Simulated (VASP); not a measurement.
**SrTiO3 (strained cubic perovskite): a r²SCAN single-point calculation in VASP**

INCAR

```
ALGO = Normal
ISIF = 2
NBANDS = 28
ENCUT = 520
EDIFF = 1E-7
LREAL = .FALSE.
NELM = 120
ISMEAR = 0
LASPH = .TRUE.
NSW = 0
LWAVE = .FALSE.
SIGMA = 0.01
LCHARG = .FALSE.
PREC = Accurate
METAGGA = R2SCAN
IBRION = -1
```

KPOINTS

```
KPOINTS created by Atomic Simulation Environment
0
Gamma
6 6 6
0 0 0
```

KPOINTS_OPT

```
special points
4
Reciprocal
0.0000000000 0.0000000000 0.0000000000 1
0.0000000000 0.5000000000 0.0000000000 1
0.5000000000 0.5000000000 0.0000000000 1
0.5000000000 0.5000000000 0.5000000000 1
```

POSCAR

```
Sr Ti O
 1.0000000000000000
     3.9068515106000001    0.0195342576000000    0.0000000000000000
     0.0195342576000000    3.9068515106000001    0.0000000000000000
     0.0000000000000000    0.0000000000000000    3.9068515106000001
 Sr  Ti  O
   1   1   3
Cartesian
  0.0000000000000000  0.0000000000000000  0.0000000000000000
  1.9631928841000006  1.9631928841000006  1.9534257552999998
  1.9631928841000006  1.9631928841000006  0.0000000000000000
  1.9534257553000001  0.0097671288000000  1.9534257552999998
  0.0097671288000000  1.9534257553000001  1.9534257552999998
```

VASP ran with the recommended PBE PAW datasets (40 valence electrons in the cell).

From OUTCAR

```
k-points           NKPTS =     52   k-points in BZ     NKDIM =     52   number of bands    NBANDS=     28

   NELECT =      40.0000    total number of electrons

   dimension x,y,z NGX =    30 NGY =   30 NGZ =   30
   dimension x,y,z NGXF=    60 NGYF=   60 NGZF=   60

  energy-cutoff  :      520.00
  volume of cell :       59.63
      direct lattice vectors                 reciprocal lattice vectors
     3.906851511  0.019534258  0.000000000     0.255966985 -0.001279835  0.000000000
     0.019534258  3.906851511  0.000000000    -0.001279835  0.255966985  0.000000000
     0.000000000  0.000000000  3.906851511     0.000000000  0.000000000  0.255960585

 k-points in reciprocal lattice and weights: KPOINTS created by Atomic Simulation Env
   0.00000000  0.00000000  0.00000000       0.005
   0.16666667 -0.00000000  0.00000000       0.019
   0.33333333 -0.00000000  0.00000000       0.019
   0.50000000 -0.00000000  0.00000000       0.009
   0.16666667  0.16666667  0.00000000       0.009
   0.33333333  0.16666667  0.00000000       0.019
   0.50000000  0.16666667  0.00000000       0.019
  -0.33333333  0.16666667  0.00000000       0.019
   ...

 E-fermi :   3.9480

 k-point     1 :       0.0000    0.0000    0.0000
  band No.  band energies     occupation
      1     -54.8425      2.00000
      2     -30.0429      2.00000
      3     -30.0388      2.00000
      4     -30.0367      2.00000
      5     -30.0345      2.00000
      6     -14.5757      2.00000
      7     -13.6353      2.00000
      8     -13.6342      2.00000
      9     -11.4163      2.00000
     10     -11.4119      2.00000
     11     -11.4074      2.00000
     12       0.9134      2.00000
     13       0.9327      2.00000
     14       0.9524      2.00000
     15       2.6045      2.00000
     16       2.6270      2.00000
     17       2.6473      2.00000
     18       3.4290      2.00000
     19       3.4538      2.00000
     20       3.4814      2.00000
     21       6.0927      0.00000
     22       6.1091      0.00000
     23       6.1270      0.00000
     24       8.4242      0.00000
     25       8.4243      0.00000
     26       9.8089      0.00000
     27       9.8090      0.00000
     28      10.9013      0.00000

 k-point     2 :       0.1667   -0.0000    0.0000
  band No.  band energies     occupation
      1     -54.8422      2.00000
      2     -30.1033      2.00000
      3     -30.0381      2.00000
      4     -30.0378      2.00000
      5     -29.9863      2.00000
      6     -14.5773      2.00000
      7     -13.6261      2.00000
      8     -13.6114      2.00000
      9     -11.4002      2.00000
     10     -11.4001      2.00000
     11     -11.2680      2.00000
     12       0.5738      2.00000
     13       0.9203      2.00000
     14       0.9210      2.00000
     15       2.3030      2.00000
     16       2.3088      2.00000
     17       2.4078      2.00000
     18       2.7048      2.00000
     19       3.3064      2.00000
     20       3.3078      2.00000
     21       6.1485      0.00000
     22       6.6605      0.00000
     23       6.6617      0.00000
     24       8.4297      0.00000
     25       9.2023      0.00000
     26      10.2609      0.00000
     27      10.2815      0.00000
     28      11.5452      0.00000

 k-point     3 :       0.3333   -0.0000    0.0000
  band No.  band energies     occupation
      1     -54.8413      2.00000
      2     -30.1640      2.00000
      3     -30.0366      2.00000
      4     -30.0364      2.00000
      5     -29.9529      2.00000
      6     -14.6677      2.00000
      7     -13.6074      2.00000
      8     -13.4242      2.00000
      9     -11.3768      2.00000
     10     -11.3764      2.00000
     11     -11.0168      2.00000
     12      -0.2035      2.00000
     13       0.9140      2.00000
     14       0.9141      2.00000
     15       1.7019      2.00000
     16       1.7460      2.00000
     17       1.7563      2.00000
     18       2.0128      2.00000
     19       3.1329      2.00000
     20       3.1333      2.00000
     21       6.2301      0.00000
     22       7.5849      0.00000
     23       7.5857      0.00000
     24       8.4369      0.00000
     25      10.3098      0.00000
     26      11.2371      0.00000
     27      11.3092      0.00000
     28      12.6175      0.00000

 k-point     4 :       0.5000   -0.0000    0.0000
  band No.  band energies     occupation
      1     -54.8409      2.00000
      2     -30.1894      2.00000
      3     -30.0359      2.00000
      4     -30.0357      2.00000
      5     -29.9410      2.00000
      6     -14.7358      2.00000
      7     -13.5980      2.00000
      8     -13.2839      2.00000
      9     -11.3650      2.00000
     10     -11.3645      2.00000
     11     -10.9054      2.00000
     12      -0.6176      2.00000
     13       0.9347      2.00000
     14       0.9353      2.00000
     15       1.3575      2.00000
     16       1.4771      2.00000
     17       1.4774      2.00000
     18       1.8363      2.00000
     19       3.0675      2.00000
     20       3.0676      2.00000
     21       6.2721      0.00000
     22       8.0081      0.00000
     23       8.0088      0.00000
     24       8.4398      0.00000
     25      10.7602      0.00000
     26      11.7334      0.00000
     27      11.9224      0.00000
     28      12.5331      0.00000

 k-point     5 :       0.1667    0.1667    0.0000
  band No.  band energies     occupation
      1     -54.8417      2.00000
      2     -30.1086      2.00000
      3     -30.0620      2.00000
      4     -30.0374      2.00000
      5     -29.9704      2.00000
      6     -14.5308      2.00000
      7     -13.6342      2.00000
      8     -13.5929      2.00000
      9     -11.3880      2.00000
     10     -11.3410      2.00000
     11     -11.2233      2.00000
     12       0.3789      2.00000
     13       0.7322      2.00000
     14       0.9105      2.00000
     15       1.6053      2.00000
     16       2.0793      2.00000
     17       2.5255      2.00000
     18       2.6216      2.00000
     19       3.0177      2.00000
     20       3.0820      2.00000
     21       6.6422      0.00000
     22       6.7260      0.00000
     23       6.9659      0.00000
     24       8.8083      0.00000
     25       9.6446      0.00000
     26      10.6541      0.00000
     27      10.7087      0.00000
     28      11.9538      0.00000

 k-point     6 :       0.3333    0.1667    0.0000
  band No.  band energies     occupation
      1     -54.8409      2.00000
      2     -30.1506      2.00000
      3     -30.0613      2.00000
      4     -30.0359      2.00000
      5     -29.9560      2.00000
      6     -14.5406      2.00000
      7     -13.5874      2.00000
      8     -13.4874      2.00000
      9     -11.3635      2.00000
     10     -11.3044      2.00000
     11     -11.0557      2.00000
     12      -0.2441      2.00000
     13       0.4785      2.00000
     14       0.8775      2.00000
     15       0.9109      2.00000
     16       1.6063      2.00000
     17       1.9607      2.00000
     18       2.5775      2.00000
     19       2.8269      2.00000
     20       2.8815      2.00000
     21       6.7349      0.00000
     22       7.5933      0.00000
     23       7.6754      0.00000
     24       8.9277      0.00000
     25      10.6991      0.00000
     26      11.4941      0.00000
     27      11.7470      0.00000
     28      12.9531      0.00000

 k-point     7 :       0.5000    0.1667    0.0000
  band No.  band energies     occupation
      1     -54.8405      2.00000
      2     -30.1744      2.00000
      3     -30.0558      2.00000
      4     -30.0352      2.00000
      5     -29.9508      2.00000
      6     -14.5857      2.00000
      7     -13.5639      2.00000
      8     -13.3815      2.00000
      9     -11.3512      2.00000
     10     -11.2910      2.00000
     11     -10.9662      2.00000
     12      -0.6300      2.00000
     13       0.3096      2.00000
     14       0.6828      2.00000
     15       0.9452      2.00000
     16       1.3479      2.00000
     17       1.7769      2.00000
     18       2.5688      2.00000
     19       2.7381      2.00000
     20       2.7432      2.00000
     21       6.7656      0.00000
     22       8.0102      0.00000
     23       8.0552      0.00000
     24       8.9423      0.00000
     25      11.1496      0.00000
     26      11.9773      0.00000
     27      12.3717      0.00000
     28      12.8943      0.00000

 ...

  Total        0.3536575      0.3536575      0.3520270     -0.4571069      0.0000000      0.0000000
  in kB        9.5021887      9.5021887      9.4583775    -12.2816993      0.0000000      0.0000000
  external PRESSURE =       9.4875850 kB  Pullay stress =       0.0000000 kB

 POSITION                                       TOTAL-FORCE (eV/Angst)
 -----------------------------------------------------------------------------------
      0.00000      0.00000      0.00000         0.000000      0.000000      0.000000
      1.96319      1.96319      1.95343         0.000000      0.000000      0.000000
      1.96319      1.96319      0.00000        -0.000000      0.000000      0.000000
      1.95343      0.00977      1.95343         0.000000      0.000000      0.000000
      0.00977      1.95343      1.95343         0.000000      0.000000      0.000000
 -----------------------------------------------------------------------------------
    total drift:                                0.000000      0.000000     -0.000000

  FREE ENERGIE OF THE ION-ELECTRON SYSTEM (eV)
  ---------------------------------------------------
  free  energy   TOTEN  =       -63.3266722841 eV

  energy  without entropy=      -63.3266722841  energy(sigma->0) =      -63.32667228
```

| Property | Result |
| --- | --- |
| gap between bands v and c | 2.25 eV |
| least direct gap | 2.61 eV |
| pressure | 0.9 GPa |

Band v is the last that the valence electrons fill when counted band by band, and c is the next.
